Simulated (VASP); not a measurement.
# Ge: vibrations by finite differences with r2SCAN

The system is Ge.

```
Ge
1.0
    -2.46787    2.46787    1.34476
     2.46787   -2.46787    1.34476
     2.46787    2.46787   -1.34476
Ge
2
Direct
  0.25000 0.75000 0.50000
  0.50000 0.50000 0.00000
```

This isn't the form of Ge at room conditions, which is diamond.

```yaml
Program: VASP 6.6.1
Task: vibrations by finite differences
Functional: r2SCAN
Potentials_or_basis: VASP PAW PBE potentials, release 64 (Ge_d)
Cutoff: 520 eV
k_mesh: 12 × 12 × 12
Occupations: gaussian, width 0.02 eV
Spin: no spin polarisation
```

```json
{
  "Highest phonon frequency at Γ": "230 cm⁻¹"
}
```

Phonon frequencies in cm⁻¹ (negative: imaginary):
| q point | frequencies |
| --- | --- |
| (0.000, 0.000, 0.000) | 0 0 0 79 230 230 |

Wall time 50 min on 1 thread of Intel(R) Xeon(R) 6975P-C (Granite Rapids), with other jobs on the host, peak memory 0.52 GiB.
